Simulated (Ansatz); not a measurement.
# Structures of GaN: which is lowest?

Plane-wave DFT in Ansatz with scalar-relativistic PAW potentials, cutoff 420 eV, Γ-centred meshes chosen by cell and gap, Gaussian smearing with energies taken to zero width. Every cell was relaxed (cell and atoms) in a run of its own, within the symmetry of its start. Functional: PBEsol.

Relaxed structures (starts from databases or built by putting these elements on another compound's sites):
A. F-43m, 2 atoms in the computed cell, a = 4.498 Å; sites (symmetry × multiplicity) Ga -43m × 4, N -43m × 4; start: database
B. P6_3mc, 4 atoms in the computed cell, a = 3.183 Å, c = 5.185 Å; sites (symmetry × multiplicity) Ga 3m. × 2, N 3m. × 2; start: database

Question: Rank them by energy. Could pressure change the order?

Answer:
| structure | group | E − E(lowest) (meV/atom) | V (Å³/atom) | gap on mesh (eV) |
| --- | --- | --- | --- | --- |
| B | P6_3mc | 0.0 | 11.37 | 1.88 |
| A | F-43m | 6.0 | 11.38 | 1.70 |

B is lowest, 6 meV/atom under A. The two lowest differ in volume by under 3 %, too little for a first-order estimate of what pressure does to that pair (other pairs aren't weighed here); with rigid cells even 3 % in favour of the higher one would need about 3 GPa. Other structures may lie lower than all of these, and vibrations aren't counted.